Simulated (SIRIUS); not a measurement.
Here is a SIRIUS 7.10.0 calculation.

sirius.json

```json
{
  "control": {
    "processing_unit": "cpu",
    "verbosity": 2,
    "num_bands_to_print": 20,
    "print_forces": true,
    "print_stress": true
  },
  "parameters": {
    "electronic_structure_method": "pseudopotential",
    "xc_functionals": ["XC_GGA_X_PBE_SOL", "XC_GGA_C_PBE_SOL"],
    "gk_cutoff": 7.7,
    "pw_cutoff": 15.4,
    "ngridk": [10, 10, 5],
    "shiftk": [0, 0, 0],
    "smearing": "fermi_dirac",
    "smearing_width": 0.0018374661,
    "num_bands": 20,
    "num_mag_dims": 0,
    "num_dft_iter": 100,
    "energy_tol": 1e-08,
    "density_tol": 1e-06,
    "hubbard_correction": true
  },
  "iterative_solver": {
    "type": "davidson",
    "min_tolerance": 1e-09,
    "tolerance_scale": [0.1, 0.25]
  },
  "mixer": {
    "type": "anderson",
    "beta": 0.7,
    "max_history": 8
  },
  "settings": {
    "tol_ne": 1e-10,
    "pseudo_grid_cutoff": 6.5
  },
  "unit_cell": {
    "lattice_vectors": [
      [6.040887502591, 0.0, 0.0],
      [-3.020443751296, 5.23156203869, 0.0],
      [0.0, 0.0, 9.557856793132]
    ],
    "atom_coordinate_units": "lattice",
    "atom_types": ["Hf"],
    "atom_files": {
      "Hf": "Hf.json"
    },
    "atoms": {
      "Hf": [
        [0.6666666667, 0.3333333333, 0.75],
        [0.3333333333, 0.6666666667, 0.25]
      ]
    }
  },
  "hubbard": {
    "simplified": true,
    "hubbard_subspace_method": "full_orthogonalization",
    "local": [
      {
        "atom_type": "Hf",
        "n": 5,
        "l": 2,
        "U": 0.29399458,
        "J": 0.0,
        "total_initial_occupancy": 2
      }
    ]
  }
}
```

Potentials or basis: PseudoDojo 0.4.1 PBE standard (scalar relativistic).

Run with:

```sh
$ upf_to_json Hf.upf
$ # the labels of the atomic orbitals (3D, 4S, ...) are then added to the .json files where the converter dropped them
$ OMP_NUM_THREADS=1 sirius.scf --input=sirius.json --output=out.json --task=0
```

**Question.** Predict the band gap on the k mesh.

**Answer.** None (metal or under the smearing width).

**Question.** Predict the pressure.

**Answer.** 9.1 GPa.

Eigenvalues of the final occupation matrices:
```csv
site,spin,trace,eigenvalues
site 1,1,1.48,0.24 0.24 0.32 0.32 0.35
site 2,1,1.48,0.24 0.24 0.32 0.32 0.35
```

Caveat: the potentials were made for another functional, which shifts forces and pressure; U without spin polarisation on a metal has little footing; the U is typed as a test and isn't derived for this compound. The run has no spin-orbit coupling, so splittings on Hf are missing.
